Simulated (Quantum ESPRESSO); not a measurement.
**CsSnBr3 in Quantum ESPRESSO: the effect of functional**

CsSnBr3:

```xyz
5
Lattice="5.8390 0.0000 0.0000 0.0000 5.8390 0.0000 0.0000 0.0000 5.8390" Properties=species:S:1:pos:R:3 pbc="T T T"
Cs    0.0000    0.0000    0.0000
Sn    2.9195    2.9195    2.9195
Br    0.0000    2.9195    2.9195
Br    2.9195    2.9195    0.0000
Br    2.9195    0.0000    2.9195
```

The cell is a database's computed one.

Alike in all runs:

* Program: Quantum ESPRESSO 7.5
* Task: dielectric tensor
* Cutoff: 980 eV
* Density cutoff: 3918 eV
* k mesh: 4 × 4 × 4, shifted
* Occupations: fermi-dirac, width 0.05 eV
* Spin: no spin polarisation

```csv
functional,potentials or basis,pressure (GPa)
LDA,PseudoDojo 0.4.1 SR LDA standard,-2.1
PBE,PseudoDojo 0.4.1 SR PBE standard,?
PBEsol,PseudoDojo 0.4.1 SR PBEsol standard,-1.0
WC,PseudoDojo 0.4.1 SR PBE standard,-0.8
```

**Question.** What does the run with functional PBE give?

**Answer.** Pressure 0.4 GPa.

Caveats: the potentials were made for another functional, which shifts forces and pressure (some runs).
